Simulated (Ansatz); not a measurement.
Cold compression of Li (fcc type)

```
Li
1.0
     0.00000    2.16127    2.16127
     2.16127    0.00000    2.16127
     2.16127    2.16127    0.00000
Li
1
Direct
  0.00000 0.00000 0.00000
```

The cell comes from a relaxation on PAW files under the same functional, begun from a prototype that needn't be the stable phase.

Its volume is scaled at fixed shape and fractional positions.

Computed with Ansatz 0.2.0; functional PBE, scalar-relativistic. Settings: a Γ-centred 17×17×17 k mesh, Fermi–Dirac smearing of 0.08 eV, no spin polarisation. Methods: LAPW: all electrons, basis error target 1 meV/atom; PAW: frozen-core files, cutoff 420 eV; crystal datasets: all electrons, by PAW datasets that the program makes for each cell; norm-conserving: pseudopotentials, cutoff 1034 eV; PAW (partial waves polarizable): frozen-core files, cutoff 420 eV.

Energies are extrapolated to zero smearing and count from the unscaled cell; pressure is positive in compression; gaps take the mesh and a band path. No temperature or zero-point motion is included.

The structure type is held throughout; the real material can change phase at far lower pressure.

```
V/V0  V (Å³/atom)  P LAPW (GPa)  ΔE LAPW (eV/atom)  P PAW − LAPW (GPa)  ΔE PAW − LAPW (meV/atom)
1.00        20.19          0.04              0.000               -0.01                       0.0
0.90        18.17          1.79              0.011               -0.01                       0.0
0.80        16.15          4.53              0.049               -0.01                      -0.1
0.70        14.13          9.01              0.132               -0.01                      -0.1
0.60        12.11         16.67              0.289               -0.01                      -0.1
0.50        10.10             ?                  ?                   ?                         ?
0.40         8.08          59.0              1.119               -0.01                      -0.3
```

(1) Fit the Vinet equation to the LAPW pressures shown (residuals weighted by 1/(|P| + 0.03·Pmax)), and predict the pressure of the withheld row.

(2) At the smallest volume, how far do crystal datasets and norm-conserving and PAW (partial waves polarizable) lie from LAPW in pressure?

## Answers

(1) The fit gives V0 = 20.27 Å³/atom, B0 = 13 GPa and B0′ = 3.85. At 10.10 Å³/atom, x = (V/V0)^(1/3) = 0.7926, and P = 3·B0·(1 − x)/x²·exp[1.5·(B0′ − 1)·(1 − x)] = 31.1 GPa. The run itself gave 30.7 GPa (+1.3 % off) and ΔE = 0.577 eV/atom.

(2) crystal datasets: 0.00 GPa; norm-conserving: +0.03 GPa; PAW (partial waves polarizable): -0.01 GPa, on a LAPW pressure of 59.0 GPa.
